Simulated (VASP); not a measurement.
# CoO (P3m1) in VASP: further runs

One crystal, CoO, is run at these levels: PBE; tasks: single point.

Everything below comes from runs of VASP 6.6.1. Logs are shortened: lines on timing, memory, paths and dates and some standing lists are left out, and cuts for length are marked.

## Step 1: The crystal as given

The structure is hexagonal, space group P6_3mc (No. 186). Conventional cell: a = 3.198 Å, b = 3.198 Å, c = 5.229 Å, α = 90.00°, β = 90.00°, γ = 120.00°. Co (site symmetry 3m) has 4 O at 1.93 to 1.97 Å as nearest neighbours. O (site symmetry 3m) has 4 Co at 1.93 to 1.97 Å as nearest neighbours.

Measurements of this composition are mostly on another form, of space group No. 225.

## Step 2: Single point, PBE, collinear spin, ferromagnetic start

Contents of INCAR:

```
PREC = Accurate
ENCUT = 450
EDIFF = 1E-6
ISMEAR = 0
SIGMA = 0.05
LREAL = Auto
LASPH = T
NELM = 100
ALGO = Normal
ISIF = 2
LWAVE = F
LCHARG = F
ISPIN = 2
MAGMOM = 2 2 0 0
LORBIT = 11
LMAXMIX = 4
GGA = PE
NBANDS = 27
ADDGRID = F
```

Contents of KPOINTS:

```
Automatic mesh
0
Gamma
  5 5 3
```

Contents of POSCAR:

```
CoO
1.0
    3.1976457435      0.0000000000      0.0000000000
   -1.5988228718      2.7692424462      0.0000000000
    0.0000000000      0.0000000000      5.2287097100
Co O
2 2
Direct
    0.3333333333      0.6666666667      0.5033624100
    0.0000000000      0.0000000000      0.0034741400
    0.3333333333      0.6666666667      0.8715556000
    0.0000000000      0.0000000000      0.3716088500
```

Potentials or basis: VASP PAW PBE potentials, release 64 (Co, O).

Launch:

```bash
$ cat potpaw_PBE.64/Co/POTCAR potpaw_PBE.64/O/POTCAR > POTCAR
$ mpirun -np 1 vasp_std > vasp.out
```

OUTCAR:

```text
PREC = Accurate
   ENCUT = 450
   EDIFF = 1E-6
   ISMEAR = 0
   LREAL = Auto
   LASPH = T
   NELM = 100
   ISIF = 2
   ISPIN = 2
   LORBIT = 11
   GGA = PE

 Found     12 irreducible k-points:

 Following reciprocal coordinates:
            Coordinates               Weight
  0.000000  0.000000  0.000000      1.000000
  0.200000  0.000000  0.000000      6.000000
  0.400000  0.000000  0.000000      6.000000
  0.200000  0.200000  0.000000      6.000000
  0.400000  0.200000  0.000000      6.000000
  0.000000  0.000000  0.333333      2.000000
   k-points           NKPTS =     12   k-points in BZ     NKDIM =     12   number of bands    NBANDS=     27
   number of dos      NEDOS =    301   number of ions     NIONS =      4
   total plane-waves  NPLWV =  20736
   dimension x,y,z NGX =    24 NGY =   24 NGZ =   36
   dimension x,y,z NGXF=    48 NGYF=   48 NGZF=   72
   ions per type =               2   2
   NGX,Y,Z   is equivalent  to a cutoff of  12.48, 12.48, 11.45 a.u.
   NGXF,Y,Z  is equivalent  to a cutoff of  24.96, 24.96, 22.89 a.u.
 SYSTEM =  unknown system
   PREC   = accura    normal or accurate (medium, high low for compatibility)
   ISTART =      0    job   : 0-new  1-cont  2-samecut
   ICHARG =      2    charge: 1-file 2-atom 10-const
   ISPIN  =      2    spin polarized calculation?
   LNONCOLLINEAR =      F non collinear calculations
   LSORBIT =      F    spin-orbit coupling
   LASPH  =      T    aspherical Exc in radial PAW
   ENCUT  =  450.0 eV  33.07 Ry    5.75 a.u.   5.53  5.53  9.04*2*pi/ulx,y,z
   NELM   =    100;   NELMIN=  2; NELMDL= -5     # of ELM steps
   EDIFF  = 0.1E-05   stopping-criterion for ELM
   LREAL  =      T    real-space projection
   EDIFFG = 0.1E-04   stopping-criterion for IOM
   NSW    =      0    number of steps for IOM
   IBRION =     -1    ionic relax: 0-MD 1-quasi-New 2-CG
   NFREE  =      0    steps in history (QN), initial steepest desc. (CG)
   ISIF   =      2    stress and relaxation
   ISYM   =      2    0-nonsym 1-usesym 2-fastsym
   POTIM  = 0.5000    time-step for ionic-motion
   TEBEG  =    0.0;   TEEND  =   0.0 temperature during run
   PSTRESS=    0.0 pullay stress
   NELECT =      30.0000    total number of electrons
   NUPDOWN=      -1.0000    fix difference up-down
   EMIN   =  10.00;   EMAX   =-10.00  energy-range for DOS
   EFERMI =   0.00;   METHOD = LEGACY
   ISMEAR =     0;   SIGMA  =   0.05  broadening in eV -4-tet -1-fermi 0-gaus
   EFERMI_NEDOS =   21; number of points for ismear=-14 and -15
   IALGO  =     38    algorithm
   IMIX   =      4    mixing-type and parameters
     AMIX     =   0.40;   BMIX     =  1.00
     AMIX_MAG =   1.60;   BMIX_MAG =  1.00
  volume/ion in A,a.u.               =      11.58        78.11
  Fermi-wavevector in a.u.,A,eV,Ry     =   1.416620  2.677023 27.304329  2.006812
  Thomas-Fermi vector in A             =   2.537935
   LORBIT       =     11    0 simple, 1 ext, 2 COOP (PROOUT), +10 PAW based schemes
   GGA     = PE    functional components
   LHFCALC =     F    Hartree Fock is set to
   AEXX    =    0.0000 exact exchange contribution
   IVDW    =     0    specifies the selected vdW correction
   LEPSILON=     F    determine dielectric tensor
   LRPA    =     F    only Hartree local field effects (RPA)
 spin polarized calculation
 Gauss-broadening in eV      SIGMA  =   0.05
  energy-cutoff  :      450.00
  volume of cell :       46.30
 maximum number of plane-waves:      1020
 NGX is ok and might be reduce to    24
   NGX = 11   NGY = 11   NGZ = 19

 number of electron      30.0000009 magnetization       5.9057065

 Free energy of the ion-electron system (eV)
  ---------------------------------------------------
  ext. energy  EPLUGINS =         0.00000000
  ---------------------------------------------------
  free energy    TOTEN  =       -26.63364952 eV

  energy without entropy =      -26.63156261  energy(sigma->0) =      -26.63260607

 E-fermi :   6.0123     XC(G=0): -11.1115

 val. band max:        6.0046396190   @ k =   0.4000   0.2000   0.0000
 cond. band min:       6.1255085169   @ k =   0.4000   0.2000   0.3333
 fundamental gap:      0.1208688979
 Fermi energy:         6.0123302071

 spin component 1

 k-point     1 :       0.0000    0.0000    0.0000
  band No.  band energies     occupation
      1     -13.9716      1.00000
      2     -13.3401      1.00000
      3      -1.0009      1.00000
      4      -0.2266      1.00000
      5      -0.0589      1.00000
      6      -0.0589      1.00000
[... 19 lines left out ...]
     26      20.7747      0.00000
     27      22.1610      0.00000

 k-point     2 :       0.2000    0.0000    0.0000
  band No.  band energies     occupation
      1     -13.7836      1.00000
      2     -13.2634      1.00000
      3      -0.6827      1.00000
      4      -0.4436      1.00000
      5      -0.0961      1.00000
      6       0.0501      1.00000
[... 19 lines left out ...]
     26      20.8219      0.00000
     27      21.3508      0.00000

 k-point     3 :       0.4000    0.0000    0.0000
  band No.  band energies     occupation
      1     -13.4342      1.00000
      2     -13.1700      1.00000
      3      -0.8595      1.00000
      4      -0.4982      1.00000
      5       0.0615      1.00000
      6       0.2001      1.00000
[... 19 lines left out ...]
     26      20.0148      0.00000
     27      22.5047      0.00000

 k-point     4 :       0.2000    0.2000    0.0000
  band No.  band energies     occupation
      1     -13.5115      1.00000
      2     -13.1807      1.00000
      3      -0.6895      1.00000
      4      -0.3788      1.00000
      5       0.0783      1.00000
      6       0.1051      1.00000
[... 19 lines left out ...]
     26      20.8728      0.00000
     27      22.1845      0.00000

 k-point     5 :       0.4000    0.2000    0.0000
  band No.  band energies     occupation
      1     -13.2940      1.00000
      2     -13.1753      1.00000
      3      -0.4719      1.00000
      4      -0.4658      1.00000
      5       0.0604      1.00000
      6       0.1494      1.00000
[... 19 lines left out ...]
     26      19.5340      0.00000
     27      21.8950      0.00000

 k-point     6 :       0.0000    0.0000    0.3333
  band No.  band energies     occupation
      1     -13.8170      1.00000
      2     -13.5006      1.00000
      3      -0.9721      1.00000
      4      -0.5871      1.00000
      5       0.0103      1.00000
      6       0.0103      1.00000
[... 19 lines left out ...]
     26      20.0925      0.00000
     27      23.3462      0.00000

 [... further k-points ...]

 spin component 2

 k-point     1 :       0.0000    0.0000    0.0000
  band No.  band energies     occupation
      1     -13.4043      1.00000
      2     -12.7395      1.00000
      3      -0.4574      1.00000
      4       1.0912      1.00000
      5       1.2376      1.00000
      6       1.2376      1.00000
[... 19 lines left out ...]
     26      21.2931      0.00000
     27      23.2234      0.00000

 k-point     2 :       0.2000    0.0000    0.0000
  band No.  band energies     occupation
      1     -13.2077      1.00000
      2     -12.6581      1.00000
      3      -0.1013      1.00000
      4       0.5683      1.00000
      5       0.9721      1.00000
      6       1.2114      1.00000
[... 19 lines left out ...]
     26      21.5716      0.00000
     27      21.8726      0.00000

 k-point     3 :       0.4000    0.0000    0.0000
  band No.  band energies     occupation
      1     -12.8390      1.00000
      2     -12.5589      1.00000
      3      -0.1394      1.00000
      4       0.1649      1.00000
      5       0.6960      1.00000
      6       1.3328      1.00000
[... 19 lines left out ...]
     26      20.7019      0.00000
     27      23.3709      0.00000

 k-point     4 :       0.2000    0.2000    0.0000
  band No.  band energies     occupation
      1     -12.9211      1.00000
      2     -12.5701      1.00000
      3       0.1158      1.00000
      4       0.3279      1.00000
      5       0.7289      1.00000
      6       1.1386      1.00000
[... 19 lines left out ...]
     26      21.4697      0.00000
     27      23.0005      0.00000

 k-point     5 :       0.4000    0.2000    0.0000
  band No.  band energies     occupation
      1     -12.6902      1.00000
      2     -12.5644      1.00000
      3       0.1098      1.00000
      4       0.2706      1.00000
      5       0.8806      1.00000
      6       1.0024      1.00000
[... 19 lines left out ...]
     26      20.2514      0.00000
     27      22.7326      0.00000

 k-point     6 :       0.0000    0.0000    0.3333
  band No.  band energies     occupation
      1     -13.2429      1.00000
      2     -12.9099      1.00000
      3      -0.2266      1.00000
      4       0.5100      1.00000
      5       1.2684      1.00000
      6       1.2684      1.00000
[... 19 lines left out ...]
     26      20.6754      0.00000
     27      24.0504      0.00000

 [... further k-points ...]

------------------------ aborting loop because EDIFF is reached ----------------------------------------

  FORCE on cell =-STRESS in cart. coord.  units (eV):
  Direction    XX          YY          ZZ          XY          YZ          ZX
  --------------------------------------------------------------------------------------
  -------------------------------------------------------------------------------------
  Total       -0.2371316     -0.2371316      0.8355034      0.0000000      0.0000000      0.0000000
  in kB       -8.2056726     -8.2056726     28.9116556      0.0000000      0.0000000      0.0000000
  external PRESSURE =       4.1667701 kB  Pullay stress =       0.0000000 kB

 VOLUME and BASIS-vectors are now :
 -----------------------------------------------------------------------------
  energy-cutoff  :      450.00
  volume of cell :       46.30
      direct lattice vectors                 reciprocal lattice vectors
     3.197645743  0.000000000  0.000000000     0.312730077  0.180554794  0.000000000
    -1.598822872  2.769242446  0.000000000     0.000000000  0.361109588  0.000000000
     0.000000000  0.000000000  5.228709710     0.000000000  0.000000000  0.191251773

 POSITION                                       TOTAL-FORCE (eV/Angst)
 -----------------------------------------------------------------------------------
     -0.00000      1.84616      2.63194        -0.000000     -0.000000     -0.289148
      0.00000      0.00000      0.01817         0.000000      0.000000     -0.296629
     -0.00000      1.84616      4.55711        -0.000000      0.000000      0.293553
      0.00000      0.00000      1.94303         0.000000     -0.000000      0.292224
 -----------------------------------------------------------------------------------
    total drift:                               -0.000000     -0.000001     -0.004525

  FREE ENERGIE OF THE ION-ELECTRON SYSTEM (eV)
  ---------------------------------------------------
  free  energy   TOTEN  =       -26.6336495215 eV

  energy  without entropy=      -26.6315626117  energy(sigma->0) =      -26.63260607

 total charge

# of ion       s       p       d       tot
------------------------------------------
    1        0.348   0.435   7.189   7.972
    2        0.348   0.434   7.189   7.972
    3        1.560   3.451   0.000   5.011
    4        1.560   3.451   0.000   5.011
--------------------------------------------------
tot          3.817   7.770  14.378  25.966

 magnetization (x)

# of ion       s       p       d       tot
------------------------------------------
    1        0.016   0.060   2.437   2.513
    2        0.016   0.060   2.437   2.513
    3        0.022   0.299   0.000   0.321
    4        0.022   0.299   0.000   0.321
--------------------------------------------------
tot          0.076   0.718   4.874   5.667
```

Wall time 24 s (1 thread of Intel Xeon 6975P-C (Granite Rapids), shared host); peak memory 0.17 GiB.

These settings aren't checked as converged: the numbers below hold their error.

What came out:

```
Free energy                                           : -26.6336 eV
Largest force                                         : 0.297 eV/Å
Band gap on the k mesh                                : none (metal or under the smearing width)
Net moment                                            : 5.91 μB per cell
Site moments                                          : Co +2.51; O +0.32 μB
Valence electrons inside the program's atomic spheres : Co 7.97; O 5.01
```

Caveat: the k mesh is coarse (spacing up to 0.45 Å⁻¹), so the values aren't converged; the cutoff is under 1.25 times the usual one of these potentials, so pressure, stress and relaxed cells hold a basis-set (Pulay) error; semilocal functionals often make such compounds metallic where correlation or magnetic order opens a gap, which also shifts bond lengths.

## Step 3: Single point, PBE, collinear spin, ferromagnetic start

INCAR is that of step 2.

KPOINTS is that of step 2.

Contents of POSCAR:

```
CoO
1.0
    3.1976457435      0.0000000000      0.0000000000
   -1.5988228718      2.7692424462      0.0000000000
    0.0000000000      0.0000000000      5.2287097100
Co O
2 2
Direct
    0.3365030000      0.6381030000      0.5003980000
    0.0481210000      0.0161470000     -0.0014250000
    0.3062570000      0.6452830000      0.8672390000
    0.0541720000      0.0112240000      0.3867870000
```

Potentials or basis: VASP PAW PBE potentials, release 64 (Co, O).

Launch:

```bash
$ cat potpaw_PBE.64/Co/POTCAR potpaw_PBE.64/O/POTCAR > POTCAR
$ mpirun -np 1 vasp_std > vasp.out
```

Wall time 65 s (1 thread of Intel Xeon 6975P-C (Granite Rapids), shared host); peak memory 0.2 GiB.

These settings aren't checked as converged: the numbers below hold their error.

What came out:

```
Free energy                                           : -26.4224 eV
Largest force                                         : 1.349 eV/Å
Band gap on the k mesh                                : none (metal or under the smearing width)
Net moment                                            : 5.68 μB per cell
Site moments                                          : Co +2.44, +2.42; O +0.31, +0.30 μB
Valence electrons inside the program's atomic spheres : Co 8.05, 7.97; O 5.01
```

Caveat: the k mesh is coarse (spacing up to 0.45 Å⁻¹), so the values aren't converged; the cutoff is under 1.25 times the usual one of these potentials, so pressure, stress and relaxed cells hold a basis-set (Pulay) error; semilocal functionals often make such compounds metallic where correlation or magnetic order opens a gap, which also shifts bond lengths.

## Step 4: Single point, PBE, collinear spin, ferromagnetic start

INCAR, as its differences from that of step 3:

```diff
@@ -2,6 +2,6 @@
 ENCUT = 450
-EDIFF = 1E-6
+EDIFF = 0.01
 ISMEAR = 0
 SIGMA = 0.05
-LREAL = Auto
+LREAL = F
 LASPH = T
```

KPOINTS is that of step 3.

Contents of POSCAR:

```
CoO
1.0
    3.1976457435      0.0000000000      0.0000000000
   -1.5988228718      2.7692424462      0.0000000000
    0.0000000000      0.0000000000      5.2287097100
Co O
2 2
Direct
    0.3333333333      0.6666666667      0.5033624100
    0.0000000000      0.0000000000      0.0034741400
    0.3333333333      0.6666666667      0.8715556000
    0.0000000000      0.0000000000      0.3716088500
```

Launch:

```bash
$ cat potpaw_PBE.64/Co/POTCAR potpaw_PBE.64/O/POTCAR > POTCAR
$ mpirun -np 1 vasp_std > vasp.out
```

Wall time 9.9 s (1 thread of Intel Xeon 6975P-C (Granite Rapids), shared host); peak memory 0.17 GiB.

The run converged, but some of its settings lie outside the range that counts as converged, so its numbers aren't taken as properties of the crystal.

What came out:

| Item | Value |
| --- | --- |
| Free energy | -26.6326 eV |
| Largest force | 0.301 eV/Å |
| Band gap on the k mesh | none (metal or under the smearing width) |
| Net moment | 5.93 μB per cell |
| Site moments | Co +2.51, +2.50; O +0.32 μB |
| Valence electrons inside the program's atomic spheres | Co 7.97, 7.98; O 5.01 |

Caveat: the k mesh is coarse (spacing up to 0.45 Å⁻¹), so the values aren't converged; the cutoff is under 1.25 times the usual one of these potentials, so pressure, stress and relaxed cells hold a basis-set (Pulay) error; semilocal functionals often make such compounds metallic where correlation or magnetic order opens a gap, which also shifts bond lengths.

## Step 5: Single point, PBE, collinear spin, ferromagnetic start

INCAR is that of step 4.

KPOINTS is that of step 4.

Contents of POSCAR:

```
CoO
1.0
    3.1976457435      0.0000000000      0.0000000000
   -1.5988228718      2.7692424462      0.0000000000
    0.0000000000      0.0000000000      5.2287097100
Co O
2 2
Direct
    0.3365030000      0.6381030000      0.5003980000
    0.0481210000      0.0161470000     -0.0014250000
    0.3062570000      0.6452830000      0.8672390000
    0.0541720000      0.0112240000      0.3867870000
```

Launch:

```bash
$ cat potpaw_PBE.64/Co/POTCAR potpaw_PBE.64/O/POTCAR > POTCAR
$ mpirun -np 1 vasp_std > vasp.out
```

Run time: 22 s. Hardware: 1 thread of Intel Xeon 6975P-C (Granite Rapids), shared host; peak memory 0.19 GiB.

These settings aren't checked as converged: the numbers below hold their error.

What came out:

| Property | Result |
| --- | --- |
| Free energy | -26.4223 eV |
| Largest force | 1.355 eV/Å |
| Band gap on the k mesh | none (metal or under the smearing width) |
| Net moment | 5.68 μB per cell |
| Site moments | Co +2.44, +2.40; O +0.32, +0.30 μB |
| Valence electrons inside the program's atomic spheres | Co 8.04, 7.99; O 5.02, 5.01 |

Caveat: the k mesh is coarse (spacing up to 0.45 Å⁻¹), so the values aren't converged; the cutoff is under 1.25 times the usual one of these potentials, so pressure, stress and relaxed cells hold a basis-set (Pulay) error; semilocal functionals often make such compounds metallic where correlation or magnetic order opens a gap, which also shifts bond lengths.
